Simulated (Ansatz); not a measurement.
# Solid CO2: from lattice energy to sublimation

Level of theory: DFT PBE+D3(BJ), scalar-relativistic, plane waves, PAW in Ansatz 0.2.0.

Cutoff 420 eV; k points 4×4×4 on the computed 12-atom cell (Γ-centred); Gaussian smearing, width 0.02 eV; no spin polarisation.

```
CELL_PARAMETERS angstrom
4.48509 0.00000 0.00000
0.00000 4.48509 0.00000
0.00000 0.00000 9.44038
ATOMIC_POSITIONS crystal
C 0.00000 0.00000 0.75000
C 0.00000 0.00000 0.25000
C 0.50000 0.50000 0.50000
C 0.50000 0.50000 0.00000
O 0.68431 0.31568 0.50000
O 0.31569 0.68432 0.00000
O 0.81568 0.81569 0.25000
O 0.18432 0.18431 0.75000
O 0.68432 0.31569 0.00000
O 0.31568 0.68431 0.50000
O 0.81569 0.81568 0.75000
O 0.18431 0.18432 0.25000
```

The relaxed cell holds 4 CO2 at 47.5 Å³ each. Per molecule the crystal lies 0.2360 eV below the molecule frozen in its crystal shape, and that shape lies 0.0002 eV above the relaxed free molecule.

Task: Put the lattice energy together, estimate the enthalpy of sublimation and the cohesive energy density, and say what binds the crystal.

Result: E_latt = −0.2360 + 0.0002 = -0.2358 eV = -22.7 kJ/mol: the molecule pays 0.1 % of its binding as strain. For rigid molecules with classical lattice modes the gas has 5/2 RT of translation and rotation plus RT of pV, the crystal 5 RT in its lattice modes, so ΔH_sub ≈ −E_latt − (3/2)RT = 22.7 − 3.7 = 19.0 kJ/mol at 298 K (a solid that melts lower is measured colder, with a smaller RT term). The cohesive energy density is −E_latt per molar volume, 22.7 kJ/mol / 28.6 cm³/mol = 796 MPa, and its root, 28 MPa^½, is the solid's counterpart of a solubility parameter (the liquid's is smaller). The D3 term adds -0.166 eV between molecules, 70 % of the binding at this geometry. The share depends on the functional that the correction is paired with. The Kohn–Sham gap is 7.99 eV in the free molecule, 8.00 eV in the molecule frozen in its crystal shape and 6.58 eV on the crystal's mesh. From the frozen molecule to the crystal it shows a narrowing, by band width and the neighbours' field; the polarisation that lowers true ionisation gaps in solids isn't in these levels.

Quantum lattice modes, thermal expansion and changes of the internal vibrations are left out, each worth up to a few kJ/mol.

This rutile-type form isn't the usual stable structure of the compound.

Cost: 3 runs of about 15 core-minutes in all, on Arm Neoverse V1 (shared hosts).